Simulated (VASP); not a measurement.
Here is a VASP 6.6.1 calculation.

INCAR

```
SYSTEM = HC60N3
PREC = Accurate
ENCUT = 520
EDIFF = 1E-6
ISMEAR = 0
SIGMA = 0.03
LREAL = .False.
LASPH = .True.
NELM = 80
ALGO = Fast
ISIF = 2
LWAVE = .False.
LCHARG = .True.
LELF = .True.
LVHAR = .True.
NBANDS = 166
```

Contents of KPOINTS:

```
Automatic mesh
0
Gamma
  2 2 2
  0 0 0
```

File POSCAR:

```
HC60N3
1.0
    7.1400000000      0.0000000000      0.0000000000
    0.0000000000      7.1400000000      0.0000000000
    0.0000000000      0.0000000000      7.1400000000
H C N
1 60 3
Direct
    0.5056304000      0.5353407700      0.5204855900
    0.6319130000      0.6319130000      0.6319130000
    0.5014860000      0.7507060000      0.7507060000
    0.7507060000      0.5014860000      0.7507060000
    0.7507060000      0.7507060000      0.5014860000
    0.4950870000      0.2505090000      0.7494590000
    0.4950870000      0.7494590000      0.2505090000
    0.2505090000      0.4950870000      0.7494590000
    0.7494590000      0.4950870000      0.2505090000
    0.2505090000      0.7494590000      0.4950870000
    0.7494590000      0.2505090000      0.4950870000
    0.6235760000      0.3759650000      0.8734240000
    0.6235760000      0.8734240000      0.3759650000
    0.3759650000      0.6235760000      0.8734240000
    0.8734240000      0.6235760000      0.3759650000
    0.3759650000      0.8734240000      0.6235760000
    0.8734240000      0.3759650000      0.6235760000
    0.5050870000      0.2510410000      0.2510410000
    0.2510410000      0.5050870000      0.2510410000
    0.2510410000      0.2510410000      0.5050870000
    0.1273950000      0.6227350000      0.6227350000
    0.6227350000      0.1273950000      0.6227350000
    0.6227350000      0.6227350000      0.1273950000
    0.9999620000      0.4999560000      0.4999560000
    0.4999560000      0.9999620000      0.4999560000
    0.4999560000      0.4999560000      0.9999620000
    0.1278200000      0.3773090000      0.3773090000
    0.3773090000      0.1278200000      0.3773090000
    0.3773090000      0.3773090000      0.1278200000
    0.6239330000      0.8758650000      0.8758650000
    0.8758650000      0.6239330000      0.8758650000
    0.8758650000      0.8758650000      0.6239330000
    0.0011195000      0.7494200000      0.7494200000
    0.7494200000      0.0011195000      0.7494200000
    0.7494200000      0.7494200000      0.0011195000
    0.1237350000      0.3750450000      0.8761320000
    0.1237350000      0.8761320000      0.3750450000
    0.3750450000      0.1237350000      0.8761320000
    0.8761320000      0.1237350000      0.3750450000
    0.3750450000      0.8761320000      0.1237350000
    0.8761320000      0.3750450000      0.1237350000
    0.9987500000      0.2495250000      0.7493430000
    0.9987500000      0.7493430000      0.2495250000
    0.2495250000      0.9987500000      0.7493430000
    0.7493430000      0.9987500000      0.2495250000
    0.2495250000      0.7493430000      0.9987500000
    0.7493430000      0.2495250000      0.9987500000
    0.1237820000      0.1237820000      0.6246850000
    0.1237820000      0.6246850000      0.1237820000
    0.6246850000      0.1237820000      0.1237820000
    0.0017403000      0.2503660000      0.2503660000
    0.2503660000      0.0017403000      0.2503660000
    0.2503660000      0.2503660000      0.0017403000
    0.1249420000      0.8743930000      0.8743930000
    0.8743930000      0.1249420000      0.8743930000
    0.8743930000      0.8743930000      0.1249420000
    0.9999680000      0.9999680000      0.4998950000
    0.9999680000      0.4998950000      0.9999680000
    0.4998950000      0.9999680000      0.9999680000
    0.1254050000      0.1254050000      0.1254050000
    0.9997840000      0.9997840000      0.9997840000
    0.6351560000      0.3648080000      0.3648080000
    0.3648080000      0.6351560000      0.3648080000
    0.3648080000      0.3648080000      0.6351560000
```

Potentials or basis: VASP PAW LDA potentials, release 64 (H, C, N).

Run with:

```console
$ cat potpaw_LDA.64/H/POTCAR potpaw_LDA.64/C/POTCAR potpaw_LDA.64/N/POTCAR > POTCAR
$ mpirun -np 1 vasp_std > vasp.out
```

Predict the band gap on the k mesh.

3.24 eV, indirect (least direct gap 3.30 eV).

Predict the largest force.

3.780 eV/Å.

Stress tensor (GPa, compression positive):
```
-13.89  -1.05  -1.42
 -1.05 -13.24  -0.73
 -1.42  -0.73 -13.58
```

Caveat: the k mesh is coarse (spacing up to 0.44 Å⁻¹), so the values aren't converged. LDA gaps usually lie below the measured ones, often by a third to a half.
